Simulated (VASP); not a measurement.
Write the native input for VASP 6.6.1 that does the following.

```yaml
Task: single point
Functional: PBE
Potentials_or_basis: VASP PAW PBE potentials, release 64 (In_d, As)
Cutoff: 520 eV
k_mesh: 6 × 6 × 6
Occupations: fermi-dirac, width 0.02 eV
Spin: no spin polarisation
Dipole_correction: no
Further_INCAR_settings: ALGO = Normal; EDIFF = 1e-06; NBANDS = 16
```

The structure of InAs lies in POSCAR:

```
InAs
1.0
    0.0000000000      3.0944669371      3.0944669371
    3.0944669371      0.0000000000      3.0944669371
    3.0944669371      3.0944669371      0.0000000000
In As
1 1
Direct
    0.0000000000      0.0000000000      0.0000000000
    0.2500000000      0.2500000000      0.2500000000
```

One way to write it, as run:

INCAR

```
PREC = Accurate
ENCUT = 520
EDIFF = 1E-6
ISMEAR = -1
SIGMA = 0.02
LREAL = F
LASPH = T
NELM = 100
ALGO = Normal
ISIF = 2
LWAVE = F
LCHARG = T
GGA = PE
LELF = T
LVHAR = T
NBANDS = 16
```

KPOINTS

```
Automatic mesh
0
Gamma
  6 6 6
```

Potentials or basis: VASP PAW PBE potentials, release 64 (In_d, As).

Launch:

```console
$ cat potpaw_PBE.64/In_d/POTCAR potpaw_PBE.64/As/POTCAR > POTCAR
$ mpirun -np 1 vasp_std > vasp.out
```

Results of the run:

```
Pressure               : 0.0 GPa
Band gap on the k mesh : none (metal or under the smearing width)
```

Caveat: this crystal is a semiconductor, whose small gap the functional closes, so the metal is an error of the method.

Run time: 24 s on 1 thread of Intel(R) Xeon(R) Platinum 8488C (Sapphire Rapids) (shared host), peak memory 0.2 GiB.
